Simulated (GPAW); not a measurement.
# MgTe (F-43m) in GPAW: reference runs

Reference runs on MgTe: the cell as given and a disturbed copy.

Program: GPAW 26.7.0. These are calculated values, not measurements. Logs are shortened: lines on timing, memory, paths and dates and some standing lists are left out, and cuts for length are marked. The log counts tension as positive stress, the text compression.

### 1 Starting point

The structure is cubic, space group F-43m (No. 216). The conventional cell has a = 6.464 Å, b = 6.464 Å, c = 6.464 Å, α = 90.00°, β = 90.00°, γ = 90.00°. Te (site symmetry -43m) has 4 Mg at 2.80 Å as nearest neighbours. Mg (site symmetry -43m) has 4 Te at 2.80 Å as nearest neighbours.

The cell comes from a database or a generator and needn't be the stable form of this composition.

### 2 Single point, PBE

Contents of run.py:

```python
from ase import Atoms
from ase.dft.bandgap import bandgap
from ase.io import write
from ase.units import GPa
from gpaw import GPAW, PW

atoms = Atoms(['Te', 'Mg'],
              cell=[[0.0, 3.2319988239, 3.2319988239],
                    [3.2319988239, 0.0, 3.2319988239],
                    [3.2319988239, 3.2319988239, 0.0]],
              scaled_positions=[[0.25, 0.25, 0.25],
                                [0.0, 0.0, 0.0]],
              pbc=True)

calc = GPAW(mode=PW(800),
            xc='PBE',
            kpts={'size': (7, 7, 7), 'gamma': True},
            occupations={'name': 'fermi-dirac', 'width': 0.05},
            nbands=16,
            convergence={'density': 1e-05, 'energy': 1e-05},
            maxiter=150,
            txt='gpaw.txt')
atoms.calc = calc
energy = atoms.get_potential_energy()
forces = atoms.get_forces()
stress = atoms.get_stress()
calc.write('gs.gpw')
write('result.traj', atoms)
print(f'Energy: {energy:.6f} eV')
print('Forces (eV/A):')
print(forces.round(4))
print('Stress (GPa):', (stress / GPa).round(3))
print('Fermi level:', round(calc.get_fermi_level(), 4), 'eV')
print(f'Gap: {bandgap(calc)[0]:.4f} eV, direct: {bandgap(calc, direct=True)[0]:.4f} eV')
```

Potentials or basis: GPAW PAW data sets (gpaw-data 1.2.1), pw.

Run with:

```bash
> OMP_NUM_THREADS=1 python run.py
```

gpaw.txt:

```text
__  _  _
 | _ |_)|_||  |
 |__||  | ||/\| - 26.7.0

Input parameters:
  mode=PW(ecut=800.0),
  convergence={'density': 1e-05, 'energy': 1e-05},
  kpts=MonkhorstPack(size=(7, 7, 7), gamma=True),
  maxiter=150,
  nbands=16,
  occupations=Occupations(name='fermi-dirac', width=0.05),
  xc=XC(name='PBE')

Diagonalizing LCAO Hamiltonian
Converting LCAO to pw mode

            Te

       Mg

Atoms  # Å, Bohr magnetons
|   | symbol |        x |        y |        z |    initial magnetic moments |
|---|--------|----------|----------|----------|-----------------------------|
| 0 |     Te | 1.615999 | 1.615999 | 1.615999 | ( 0.0000,  0.0000,  0.0000) |
| 1 |     Mg | 0.000000 | 0.000000 | 0.000000 | ( 0.0000,  0.0000,  0.0000) |

Unit cell  # Å
| periodic |        x |        y |        z |  lengths |    angles |
|----------|----------|----------|----------|----------|-----------|
|      yes | 0.000000 | 3.231999 | 3.231999 | 4.570737 | 60.000000 |
|      yes | 3.231999 | 0.000000 | 3.231999 | 4.570737 | 60.000000 |
|      yes | 3.231999 | 3.231999 | 0.000000 | 4.570737 | 60.000000 |

Number of symmetries: 24
Symmetry operations  # r_c * U_cc + t_c -> r_c
|    | kind |            matrix            |
|----|------|------------------------------|
|  0 |  E   |  1, 0, 0,  0, 1, 0,  0, 0, 1 |
|  1 |  σ   |  1, 0, 0,  0, 0, 1,  0, 1, 0 |
|  2 |  σ   |  1, 0,-1,  0, 1,-1,  0, 0,-1 |
|  3 |  C3  |  1, 0,-1,  0, 0,-1,  0, 1,-1 |
|  4 |  C3  |  1,-1, 0,  0,-1, 1,  0,-1, 0 |
|  5 |  σ   |  1,-1, 0,  0,-1, 0,  0,-1, 1 |
|  6 |  σ   |  0, 1, 0,  1, 0, 0,  0, 0, 1 |
|  7 |  C3  |  0, 1, 0,  0, 0, 1,  1, 0, 0 |
|  8 |  C2  |  0, 1,-1,  1, 0,-1,  0, 0,-1 |
|  9 |  S4  |  0, 1,-1,  0, 0,-1,  1, 0,-1 |
| 10 |  C3  |  0, 0, 1,  1, 0, 0,  0, 1, 0 |
| 11 |  σ   |  0, 0, 1,  0, 1, 0,  1, 0, 0 |
| 12 |  S4  |  0, 0,-1,  1, 0,-1,  0, 1,-1 |
| 13 |  C3  |  0, 0,-1,  0, 1,-1,  1, 0,-1 |
| 14 |  S4  |  0,-1, 1,  1,-1, 0,  0,-1, 0 |
| 15 |  C2  |  0,-1, 1,  0,-1, 0,  1,-1, 0 |
| 16 |  C3  |  0,-1, 0,  1,-1, 0,  0,-1, 1 |
| 17 |  S4  |  0,-1, 0,  0,-1, 1,  1,-1, 0 |
| 18 |  S4  | -1, 1, 0, -1, 0, 1, -1, 0, 0 |
| 19 |  C3  | -1, 1, 0, -1, 0, 0, -1, 0, 1 |
| 20 |  C3  | -1, 0, 1, -1, 1, 0, -1, 0, 0 |
| 21 |  S4  | -1, 0, 1, -1, 0, 0, -1, 1, 0 |
| 22 |  σ   | -1, 0, 0, -1, 1, 0, -1, 0, 1 |
| 23 |  C2  | -1, 0, 0, -1, 0, 1, -1, 1, 0 |

BZ-sampling:
  Number of BZ points: 343
  Number of IBZ points: 20

  Monkhorst-Pack size: [7, 7, 7]
  Monkhorst-Pack shift: [0, 0, 0]

K-points  # in reciprocal-cell coordinates
|     |                                coordinates |     weight |
|-----|--------------------------------------------|------------|
|   0 | (  0.00000000,   0.00000000,   0.00000000) | 0.00291545 |
|   1 | (  0.14285714,   0.14285714,   0.00000000) | 0.01749271 |
|   2 | (  0.14285714,   0.14285714,   0.14285714) | 0.02332362 |
|   3 | (  0.28571429,   0.14285714,   0.14285714) | 0.03498542 |
|   4 | (  0.28571429,   0.28571429,   0.00000000) | 0.01749271 |
|   5 | (  0.28571429,   0.28571429,   0.14285714) | 0.06997085 |
|   6 | (  0.28571429,   0.28571429,   0.28571429) | 0.02332362 |
|   7 | (  0.42857143,  -0.28571429,  -0.28571429) | 0.03498542 |
|   8 | (  0.42857143,   0.28571429,  -0.42857143) | 0.13994169 |
|   9 | (  0.42857143,   0.28571429,  -0.28571429) | 0.06997085 |
| ... |                                            |            |
|  19 | (  0.42857143,   0.42857143,   0.42857143) | 0.02332362 |

Plane wave coefficients: 3495
Cutoff: 800.0 eV

Spin-components: 1 (collinear spins)
Bands:           16
Projectors:      10
Spin-degeneracy: 2
Datatype:        complex128

Density:
  Valence electrons: 16.0
  Components: 1
  Grid points: [30 30 30]
  Charge: 0.0  # |e|

Potential:
  Grid points: [30 30 30]

species:
  Te:
    name:    Tellurium
    Z:       52.0
    valence: 6
    core:    46
    charge:  0.0  # [|e|]
    compensation charges:
      type: gauss
      rc: 0.36  # [Å]
      lmax: 2
    cutoffs:
      filter: 2.09  # [Å]
      core: 3.17  # [Å]
    projectors
    | kind |    occ | energy [eV] | rcut [Å] |
    |------|--------|-------------|----------|
    |   5s |  2.000 |     -15.089 |    1.180 |
    |   5p |  4.000 |      -5.955 |    1.196 |
    |    s |        |      12.123 |    1.180 |
    |    p |        |      21.256 |    1.196 |
    |    d |        |       0.000 |    1.238 |

    Using partial waves for Te as LCAO basis

  Mg:
    name:    Magnesium
    Z:       12.0
    valence: 10
    core:    2
    charge:  0.0  # [|e|]
    compensation charges:
      type: gauss
      rc: 0.33  # [Å]
      lmax: 2
    cutoffs:
      filter: 1.86  # [Å]
      core: 0.54  # [Å]
    projectors
    | kind |    occ | energy [eV] | rcut [Å] |
    |------|--------|-------------|----------|
    |   2s |  2.000 |     -79.840 |    1.090 |
    |   3s |  2.000 |      -4.705 |    1.090 |
    |   2p |  6.000 |     -46.613 |    1.085 |
    |   3p |  0.000 |      -1.330 |    1.085 |
    |    d |        |       0.000 |    1.037 |

    Using partial waves for Mg as LCAO basis

Reference energy: -190240.328323  # eV

eigensolver:
  PPCG
  Converge bands: occupied
  niter=2

density mixing:
  MSR1-Mixer
  Pratt-step length: 0.05
  Maximum mixing coefficient: 0.75
  Old densities: 10
  SVD Regularization: 0.005
  Good broyden scale: 1.0
  Trust region scale: 1.0
  Backstep threshold: 4.0
  History deletion threshold: 6.0
  Fourier metric: weight=20.0, sigma=0.015

occupation numbers:
  Fermi-Dirac:
    width: 0.0500  # eV

poisson solver:
  ecut: 6400.0  # eV

xc functional:
[... 9 lines left out ...]
|iter     | |      energy | eigst |  dens |
|---------|-|-------------|-------|-------|
|iter:   1| |   -6.707032 | +0.08 |       |
|iter:   2| |   -6.683146 | -1.66 | -1.18 |
|iter:   3| |   -6.577227 | -1.72 | -1.21 |
|iter:   4| |   -6.583167 | -2.78 | -1.79 |
|iter:   5| |   -6.584265 | -3.54 | -2.29 |
|iter:   6| |   -6.584293 | -5.08 | -3.19 |
|iter:   7| |   -6.584295c| -6.11 | -3.73 |
|iter:   8| |   -6.584295c| -7.50c| -4.68 |
|iter:   9| |   -6.584295c| -8.17c| -5.18c|

Converged in 9 steps
Energy contributions relative to reference atoms: (reference = -190240.328323)

Energy contributions:
  Kinetic:          10.650739
  Coulomb:          -9.930890
  Zero:              0.183002
  External:          0.000000
  Xc:               -7.487146
  Entropy:          -0.000000
  Spinorbit:         0.000000
  ----------------------------
  Free energy:      -6.584295
  Extrapolated:     -6.584295

dipole moment: (-13.642799, -13.642799, -13.642799)  # |e|*Ang

Fermi level: 3.045
Eigenvalues  # (at kpt = [0.000, 0.000, 0.000])
| band index |      eig [eV] | occ [0-2] |
|------------|---------------|-----------|
|          0 |       -73.131 |     2.000 |
|          1 |       -39.909 |     2.000 |
|          2 |       -39.909 |     2.000 |
|          3 |       -39.909 |     2.000 |
|          4 |        -8.089 |     2.000 |
|          5 |         2.065 |     2.000 |
|          6 |         2.065 |     2.000 |
|          7 |         2.065 |     2.000 |
|          8 |         4.497 |     0.000 |
|          9 |         7.539 |     0.000 |
|         10 |         7.539 |     0.000 |
|         11 |         7.539 |     0.000 |
|         12 |        10.705 |     0.000 |
|         13 |        10.705 |     0.000 |
|         14 |        10.810 |     0.000 |
|         15 |        12.432 |     0.000 |

Gap: 2.432 eV
Transition (v -> c):
  (s=0, k=0, n=7, [0.00, 0.00, 0.00]) -> (s=0, k=0, n=8, [0.00, 0.00, 0.00])
No difference between direct/indirect transitions

Forces  # eV/Ang
|       x |        y |        z |
|---------|----------|----------|
| 0.00000 | -0.00000 | -0.00000 |  # Te   0
| 0.00000 |  0.00000 | -0.00000 |  # Mg   1

Stress tensor  # eV/Ang^3
|         x |         y |         z |
|-----------|-----------|-----------|
| -0.004306 |  0.000000 |  0.000000 |
|  0.000000 | -0.004306 |  0.000000 |
|  0.000000 |  0.000000 | -0.004306 |

# Writing to gs.gpw (mode='')
```

Wall time 25 s (1 thread of Intel Xeon Platinum 8259CL at 2.50GHz (Skylake/Cascade Lake), shared host); peak memory 0.19 GiB.

Results:

```
Free energy            : -6.5843 eV
Pressure               : 0.7 GPa
Band gap on the k mesh : 2.43 eV, direct
```

Levels at points of the mesh, in eV from the valence-band top:
| k point | band 6 | band 7 | band 8 | band 9 | band 10 | band 11 |
| --- | --- | --- | --- | --- | --- | --- |
| (0.00, 0.00, 0.00) | 0.00 | 0.00 | 0.00 | 2.43 | 5.47 | 5.47 |

Caveat: spin-orbit coupling is left out, which moves the levels of the heavy elements.

### 3 Single point, PBE (atoms moved at random, drawn with an rms of 0.05 Å)

Changes to run.py since step 2:

```diff
@@ -1,4 +1,3 @@
-from ase import Atoms
 from ase.dft.bandgap import bandgap
-from ase.io import write
+from ase.io import read, write
 from ase.units import GPa
@@ -6,9 +5,3 @@
 
-atoms = Atoms(['Te', 'Mg'],
-              cell=[[0.0, 3.2319988239, 3.2319988239],
-                    [3.2319988239, 0.0, 3.2319988239],
-                    [3.2319988239, 3.2319988239, 0.0]],
-              scaled_positions=[[0.25, 0.25, 0.25],
-                                [0.0, 0.0, 0.0]],
-              pbc=True)
+atoms = read('MgTe.xyz')
```

Contents of MgTe.xyz:

```xyz
2
Lattice="0.0000000000 3.2319988239 3.2319988239 3.2319988239 0.0000000000 3.2319988239 3.2319988239 3.2319988239 0.0000000000" Properties=species:S:1:pos:R:3 pbc="T T T"
Te     1.5669021178      1.6005536896      1.6141377806
Mg    -0.0474877587      0.0193693690     -0.0146409547
```

Potentials or basis: GPAW PAW data sets (gpaw-data 1.2.1), pw.

Run with:

```bash
> OMP_NUM_THREADS=1 python run.py
```

gpaw.txt:

```text
__  _  _
 | _ |_)|_||  |
 |__||  | ||/\| - 26.7.0

Input parameters:
  mode=PW(ecut=800.0),
  convergence={'density': 1e-05, 'energy': 1e-05},
  kpts=MonkhorstPack(size=(7, 7, 7), gamma=True),
  maxiter=150,
  nbands=16,
  occupations=Occupations(name='fermi-dirac', width=0.05),
  xc=XC(name='PBE')

Diagonalizing LCAO Hamiltonian
Converting LCAO to pw mode

            Te

       Mg

Atoms  # Å, Bohr magnetons
|   | symbol |         x |        y |         z |    initial magnetic moments |
|---|--------|-----------|----------|-----------|-----------------------------|
| 0 |     Te |  1.566902 | 1.600554 |  1.614138 | ( 0.0000,  0.0000,  0.0000) |
| 1 |     Mg | -0.047488 | 0.019369 | -0.014641 | ( 0.0000,  0.0000,  0.0000) |

Unit cell  # Å
| periodic |        x |        y |        z |  lengths |    angles |
|----------|----------|----------|----------|----------|-----------|
|      yes | 0.000000 | 3.231999 | 3.231999 | 4.570737 | 60.000000 |
|      yes | 3.231999 | 0.000000 | 3.231999 | 4.570737 | 60.000000 |
|      yes | 3.231999 | 3.231999 | 0.000000 | 4.570737 | 60.000000 |

Number of symmetries: 1
Symmetry operations  # r_c * U_cc + t_c -> r_c
|   | kind |            matrix            |
|---|------|------------------------------|
| 0 |  E   |  1, 0, 0,  0, 1, 0,  0, 0, 1 |

BZ-sampling:
  Number of BZ points: 343
  Number of IBZ points: 172

  Monkhorst-Pack size: [7, 7, 7]
  Monkhorst-Pack shift: [0, 0, 0]

K-points  # in reciprocal-cell coordinates
|     |                                coordinates |     weight |
|-----|--------------------------------------------|------------|
|   0 | (  0.00000000,   0.00000000,   0.00000000) | 0.00291545 |
|   1 | (  0.00000000,   0.00000000,   0.14285714) | 0.00583090 |
|   2 | (  0.00000000,   0.00000000,   0.28571429) | 0.00583090 |
|   3 | (  0.00000000,   0.00000000,   0.42857143) | 0.00583090 |
|   4 | (  0.00000000,   0.14285714,  -0.42857143) | 0.00583090 |
|   5 | (  0.00000000,   0.14285714,  -0.28571429) | 0.00583090 |
|   6 | (  0.00000000,   0.14285714,  -0.14285714) | 0.00583090 |
|   7 | (  0.00000000,   0.14285714,   0.00000000) | 0.00583090 |
|   8 | (  0.00000000,   0.14285714,   0.14285714) | 0.00583090 |
|   9 | (  0.00000000,   0.14285714,   0.28571429) | 0.00583090 |
| ... |                                            |            |
| 171 | (  0.42857143,   0.42857143,   0.42857143) | 0.00583090 |

Plane wave coefficients: 3495
Cutoff: 800.0 eV

Spin-components: 1 (collinear spins)
Bands:           16
Projectors:      10
Spin-degeneracy: 2
Datatype:        complex128

Density:
  Valence electrons: 16.0
  Components: 1
  Grid points: [30 30 30]
  Charge: 0.0  # |e|

Potential:
  Grid points: [30 30 30]

species:
  Te:
    name:    Tellurium
    Z:       52.0
    valence: 6
    core:    46
    charge:  0.0  # [|e|]
    compensation charges:
      type: gauss
      rc: 0.36  # [Å]
      lmax: 2
    cutoffs:
      filter: 2.09  # [Å]
      core: 3.17  # [Å]
    projectors
    | kind |    occ | energy [eV] | rcut [Å] |
    |------|--------|-------------|----------|
    |   5s |  2.000 |     -15.089 |    1.180 |
    |   5p |  4.000 |      -5.955 |    1.196 |
    |    s |        |      12.123 |    1.180 |
    |    p |        |      21.256 |    1.196 |
    |    d |        |       0.000 |    1.238 |

    Using partial waves for Te as LCAO basis

  Mg:
    name:    Magnesium
    Z:       12.0
    valence: 10
    core:    2
    charge:  0.0  # [|e|]
    compensation charges:
      type: gauss
      rc: 0.33  # [Å]
      lmax: 2
    cutoffs:
      filter: 1.86  # [Å]
      core: 0.54  # [Å]
    projectors
    | kind |    occ | energy [eV] | rcut [Å] |
    |------|--------|-------------|----------|
    |   2s |  2.000 |     -79.840 |    1.090 |
    |   3s |  2.000 |      -4.705 |    1.090 |
    |   2p |  6.000 |     -46.613 |    1.085 |
    |   3p |  0.000 |      -1.330 |    1.085 |
    |    d |        |       0.000 |    1.037 |

    Using partial waves for Mg as LCAO basis

Reference energy: -190240.328323  # eV

eigensolver:
  PPCG
  Converge bands: occupied
  niter=2

density mixing:
  MSR1-Mixer
  Pratt-step length: 0.05
  Maximum mixing coefficient: 0.75
  Old densities: 10
  SVD Regularization: 0.005
  Good broyden scale: 1.0
  Trust region scale: 1.0
  Backstep threshold: 4.0
  History deletion threshold: 6.0
  Fourier metric: weight=20.0, sigma=0.015

occupation numbers:
  Fermi-Dirac:
    width: 0.0500  # eV

poisson solver:
  ecut: 6400.0  # eV

xc functional:
[... 9 lines left out ...]
|iter     | |      energy | eigst |  dens |
|---------|-|-------------|-------|-------|
|iter:   1| |   -6.704409 | +0.08 |       |
|iter:   2| |   -6.680501 | -1.65 | -1.18 |
|iter:   3| |   -6.574319 | -1.71 | -1.21 |
|iter:   4| |   -6.580261 | -2.79 | -1.79 |
|iter:   5| |   -6.581362 | -3.55 | -2.29 |
|iter:   6| |   -6.581389 | -5.08 | -3.18 |
|iter:   7| |   -6.581392c| -6.10 | -3.73 |
|iter:   8| |   -6.581392c| -7.51c| -4.68 |
|iter:   9| |   -6.581392c| -8.17c| -5.18c|

Converged in 9 steps
Energy contributions relative to reference atoms: (reference = -190240.328323)

Energy contributions:
  Kinetic:          10.679901
  Coulomb:          -9.954467
  Zero:              0.182984
  External:          0.000000
  Xc:               -7.489810
  Entropy:          -0.000000
  Spinorbit:         0.000000
  ----------------------------
  Free energy:      -6.581392
  Extrapolated:     -6.581392

dipole moment: (4.325630, -4.360887, -4.443286)  # |e|*Ang

Fermi level: 3.066
Eigenvalues  # (at kpt = [0.000, 0.000, 0.000])
| band index |      eig [eV] | occ [0-2] |
|------------|---------------|-----------|
|          0 |       -73.132 |     2.000 |
|          1 |       -39.912 |     2.000 |
|          2 |       -39.910 |     2.000 |
|          3 |       -39.908 |     2.000 |
|          4 |        -8.090 |     2.000 |
|          5 |         2.020 |     2.000 |
[... 8 lines left out ...]
|         14 |        10.808 |     0.000 |
|         15 |        12.416 |     0.000 |

Gap: 2.387 eV
Transition (v -> c):
  (s=0, k=0, n=7, [0.00, 0.00, 0.00]) -> (s=0, k=0, n=8, [0.00, 0.00, 0.00])
No difference between direct/indirect transitions

Forces  # eV/Ang
|        x |        y |        z |
|----------|----------|----------|
|  0.00117 |  0.14686 | -0.05344 |  # Te   0
| -0.00117 | -0.14686 |  0.05343 |  # Mg   1

Stress tensor  # eV/Ang^3
|         x |         y |         z |
|-----------|-----------|-----------|
| -0.004452 |  0.000981 | -0.002692 |
|  0.000981 | -0.004331 | -0.000047 |
| -0.002692 | -0.000047 | -0.004436 |

# Writing to gs.gpw (mode='')
```

stdout:

```text
Energy: -6.581392 eV
Forces (eV/A):
[[ 0.0012  0.1469 -0.0534]
 [-0.0012 -0.1469  0.0534]]
Stress (GPa): [-0.713 -0.694 -0.711 -0.007 -0.431  0.157]
Fermi level: 3.0661 eV
Gap: 2.3875 eV, direct: 2.3875 eV
```

Run time: 3.1 min. Hardware: 1 thread of Intel Xeon Platinum 8259CL at 2.50GHz (Skylake/Cascade Lake), shared host; peak memory 0.44 GiB.

Results:

```yaml
Free_energy: -6.5814 eV
Pressure: 0.7 GPa
Largest_force: 0.156 eV/Å
Band_gap_on_the_k_mesh: 2.39 eV, direct
```

Forces on the atoms (eV/Å):
```
Te   0.001  0.147 -0.053
Mg  -0.001 -0.147  0.053
```

Caveat: spin-orbit coupling is left out, which moves the levels of the heavy elements.
